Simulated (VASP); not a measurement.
CsH:

```xyz
2
Lattice="3.6594 0.0000 0.0000 0.0000 3.6594 0.0000 0.0000 0.0000 3.8116" Properties=species:S:1:pos:R:3 pbc="T T T"
Cs    0.0000    0.0000    0.0000
H     1.8297    1.8297    1.9058
```

The cell was built by a generator and needn't be a form met in nature.

The cell isn't the ideal one: epitaxial_xy strain -4.0%.

Base run:

* Program: VASP 6.6.1
* Functional: r2SCAN
* Potentials or basis: VASP PAW PBE potentials, release 64 (Cs_sv, H)
* Cutoff: 520 eV
* k mesh: 6 × 6 × 6
* Occupations: gaussian, width 0.01 eV
* Spin: no spin polarisation

Its results: band gap on the k mesh 2.90 eV, direct; pressure 1.5 GPa.

Problem. The run is repeated on the same cell with these changes: functional from r2SCAN to HSE06; k mesh from 6 × 6 × 6 to 4 × 4 × 4. What comes out?

Solution. Band gap on the k mesh 3.38 eV, direct; pressure 1.6 GPa.

Several settings changed at once, so the effect can't be laid on one alone.

Caveats: some runs use coarse meshes; the PAW data sets were made with another functional, which shifts forces and pressure a little; spin-orbit coupling is left out, which moves the levels of the heavy elements.

A k mesh can miss the band edges.

Not every run made on this cell is shown here.
